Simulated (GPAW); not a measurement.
Set up this calculation in GPAW 26.7.0, as an ASE script.

```yaml
Task: relaxation of cell and atoms
Functional: RPBE
Dispersion: D4
Potentials_or_basis: the program's PAW data sets (release 1.2.1) made for this functional
Cutoff: 600 eV
Basis: pw
k_mesh: 9 × 9 × 5
Occupations: fermi-dirac, width 0.05 eV
Spin: no spin polarisation
Maxiter: 150
Optimizer: BFGS
Fmax: 0.02 eV/Å
Max_steps: 100
Convergence: density=1e-05 forces=0.0001
```

Crystal: PtS2.

```
CELL_PARAMETERS angstrom
3.54320 0.00000 0.00000
-1.77160 3.06850 0.00000
0.00000 0.00000 5.03880
ATOMIC_POSITIONS crystal
Pt 0.00000 0.00000 0.00000
S 0.66667 0.33333 0.77300
S 0.33333 0.66667 0.22700
```

The input as run:

run.py

```python
from ase import Atoms
from ase.calculators.mixing import SumCalculator
from ase.filters import FrechetCellFilter
from ase.io import write
from ase.optimize import BFGS
from dftd4.ase import DFTD4
from gpaw import GPAW, PW

atoms = Atoms(['Pt', 'S', 'S'],
              cell=[[3.5432, 0.0, 0.0],
                    [-1.7716, 3.0685012107, 0.0],
                    [0.0, 0.0, 5.0388]],
              scaled_positions=[[0.0, 0.0, 0.0],
                                [0.6666666667, 0.3333333333, 0.773],
                                [0.3333333333, 0.6666666667, 0.227]],
              pbc=True)

calc = GPAW(mode=PW(600),
            xc='RPBE',
            kpts={'size': (9, 9, 5), 'gamma': True},
            occupations={'name': 'fermi-dirac', 'width': 0.05},
            nbands=26,
            convergence={'density': 1e-05, 'forces': 0.0001},
            maxiter=150,
            txt='gpaw.txt')
atoms.calc = SumCalculator([calc, DFTD4(method='rpbe')])
opt = BFGS(FrechetCellFilter(atoms), trajectory='relax.traj', logfile='-')
done = opt.run(fmax=0.02, steps=100)
calc.write('gs.gpw')
write('result.traj', atoms)
print('Converged:', done)
print('Cell:', atoms.cell.cellpar().round(4))
print('Volume:', round(atoms.get_volume(), 4))
print(atoms.get_scaled_positions().round(5))
```

Potentials or basis: the program's PAW data sets (release 1.2.1) made for this functional, pw.

Command:

```console
$ OMP_NUM_THREADS=1 python run.py
```

It gave:

The relaxed volume is 16.36 Å³/atom, the relaxed cell is a = 3.578 Å, b = 3.578 Å, c = 4.425 Å, α = 90.00°, β = 90.00°, γ = 120.00° and the space group after relaxing (to 0.05 Å) is P-3m1 (No. 164). The energy gained by relaxing is 82.3 meV/atom. The ionic steps are 15. The pressure after relaxing is -0.1 GPa and the band gap on the k mesh is none (metal or under the smearing width). The dispersion energy per atom is -1.020 eV.

Caveat: later steps reuse the first step's grids; the volume moved by -10 % from the deposited cell, more than functionals usually miss; pairwise dispersion overbinds metals, which lowers pressure and volume.

It took 19 min on 1 thread of Arm Neoverse V2, with other jobs on the host, peak memory 0.48 GiB.
